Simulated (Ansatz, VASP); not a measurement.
**Nb: VASP beside Ansatz**

Contents of INCAR:

```
SYSTEM = Nb
PREC = Accurate ; ENCUT = 520
EDIFF = 1E-6 ; ISMEAR = -1
SIGMA = 0.05 ; LREAL = .False.
LASPH = .True. ; NELM = 100
ALGO = Normal ; ISIF = 2
LWAVE = .False. ; LCHARG = .False.
GGA = PE ; NBANDS = 12
```

Contents of KPOINTS:

```
Automatic mesh
0
Gamma
  16 16 16
  0 0 0
```

File POSCAR:

```
Nb
1.0
   -1.3131543042      1.3131543042      1.3131543042
    1.3131543042     -1.3131543042      1.3131543042
    1.3131543042      1.3131543042     -1.3131543042
Nb
1
Direct
    0.0000000000      0.0000000000      0.0000000000
```

Input for Ansatz:

```yaml
crystal:
  lattice:
    - [-1.3131543042, 1.3131543042, 1.3131543042]
    - [1.3131543042, -1.3131543042, 1.3131543042]
    - [1.3131543042, 1.3131543042, -1.3131543042]
  atoms:
    - { symbol: Nb, position: [0.0, 0.0, 0.0] }
kpoints:
  mp_grid: { grid: [16, 16, 16] }
scf:
  occupations: { method: fermi_dirac, width: 0.05 }
hamiltonian:
  xc: pbe
  pseudopotentials: { kind: nc }
output:
  forces: true
  stress: true
  eigenvalues: true
```

Change from the starting cell: volume scaled by 0.5, norm-conserving files.

Alike in both runs: task single point; functional PBE; k mesh 16 × 16 × 16; occupations fermi-dirac, width 0.05 eV; no spin polarisation.

|  | VASP | Ansatz |
| --- | --- | --- |
| version | VASP 6.6.1 | Ansatz 0.2.0 |
| potentials or method | VASP PAW PBE potentials, release 64 (Nb_sv) | norm-conserving pseudopotentials, scalar-relativistic |
| plane-wave cutoff (eV) | 520 | 1116 |
| valence electrons in the cell | 13 | 13 |

|  | VASP | Ansatz | Ansatz less VASP |
| --- | --- | --- | --- |
| pressure (GPa) | 431.5 | 429.3 | -2.21 |

With one functional, cell and mesh, what is left measures potentials, basis and numerics.

Caveats: the cell as given lies far from equilibrium; so large a pressure means that the cell lies far from this level's equilibrium, or that cutoff or potentials fall short (VASP).
